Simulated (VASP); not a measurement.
ZnSnN2:

```
Zn Sn N
1.0
    -2.40000    2.40000    4.75000
     2.40000   -2.40000    4.75000
     2.40000    2.40000   -4.75000
Zn Sn N
2 2 4
Cartesian
  0.0000 2.4000 2.3750
  0.0000 0.0000 0.0000
  2.4000 0.0000 2.3750
  0.0000 0.0000 4.7500
  -1.1040 1.2000 5.9375
  1.2000 1.1040 3.5625
  3.5040 1.2000 1.1875
  1.2000 1.2960 -1.1875
```

The cell was built by a generator and needn't be a form met in nature.

| Item | Value |
| --- | --- |
| Program | VASP 6.6.1 |
| Task | relaxation of cell and atoms |
| Functional | PBE |
| Potentials or basis | VASP PAW PBE potentials, release 64 (Zn, Sn_d, N) |
| Cutoff | 520 eV |
| k mesh | 4 × 4 × 4 |
| Occupations | gaussian, width 0.15 eV |
| Spin | no spin polarisation |

At the start: pressure 6.7 GPa; volume 13.68 Å³/atom.

**Question.** Where does the relaxation end?

**Answer.** Over 6 steps the energy falls by 53.8 meV/atom and the volume is 13.98 Å³/atom (+2.2 %); space group I-42d (No. 122, to 0.05 Å).

The path:
| step | energy change (eV) | largest force (eV/Å) | pressure (GPa) | volume (Å³) |
| --- | --- | --- | --- | --- |
| 1 | 0.0000 | 1.7888 | 6.72 | 109.44 |
| 2 | -0.2613 | 0.1087 | -7.09 | 118.77 |
| 3 | -0.3235 | 0.5717 | -3.27 | 115.71 |
| 4 | -0.4242 | 0.1631 | -0.62 | 112.56 |
| 5 | -0.4310 | 0.0470 | 0.51 | 111.76 |
| 6 | -0.4308 | 0.0680 | 0.08 | 111.83 |

Final structure:
```cif
data_structure
_symmetry_space_group_name_H-M 'P 1'
_symmetry_Int_Tables_number 1
_cell_length_a 5.8961
_cell_length_b 5.8961
_cell_length_c 5.8961
_cell_angle_alpha 131.730
_cell_angle_beta 131.730
_cell_angle_gamma 70.656
_cell_volume 111.83
loop_
_atom_site_label
_atom_site_type_symbol
_atom_site_fract_x
_atom_site_fract_y
_atom_site_fract_z
_atom_site_occupancy
Zn1 Zn 0.75000 0.25000 0.50000 1
Zn2 Zn 0.00000 0.00000 0.00000 1
Sn1 Sn 0.25000 0.75000 0.50000 1
Sn2 Sn 0.50000 0.50000 0.00000 1
N1 N 0.87500 0.37283 0.99783 1
N2 N 0.62717 0.62500 0.50217 1
N3 N 0.37500 0.87717 0.00217 1
N4 N 0.12283 0.12500 0.49783 1
```

Caveat: the k mesh is coarse (spacing up to 0.46 Å⁻¹), so the values aren't converged.
